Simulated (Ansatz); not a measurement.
## AlRu: strain energy, fitted

AlRu, Pm-3m, a = 2.976 Å. The structure is a Materials Project entry; whether it is the stable form wasn't checked. Ansatz: PBEsol, PAW, 420 eV, Γ-centred 18×18×18 mesh on 2 atoms, Gaussian smearing 0.10 eV; no spin polarisation. Series: biaxial strain in the a-b plane, c and atoms relaxed; x is the strain in per cent. y is the free energy over the unstrained cell, V0 = 13.183 Å³/atom.

| x (%) | y (meV/atom) |
| --- | --- |
| -4.5 | ? |
| -3.0 | 27.49 |
| -1.5 | 6.68 |
| 0.0 | 0.00 |
| 1.5 | 6.47 |
| 3.0 | 24.81 |
| 4.5 | 54.20 |

**Question.** Fit y = c2 x² + c3 x³ to the other rows, turn c2 into a modulus, and predict the missing energy.

**Answer.** Least squares on the rows shown. y = 2.9044 x² − 0.050446 x³. In eV per unit strain² c2 is 29.04; M is the biaxial modulus (E = M V0 ε²): 29.04 × 160.2 / (13.183) = 353 GPa. At x = -4.5 the fit asked for gives 63.41 meV/atom. The run gave 63.40 meV/atom, so the fit is 0.01 meV/atom too high, within the rms miss on the fitted rows (0.05 meV/atom).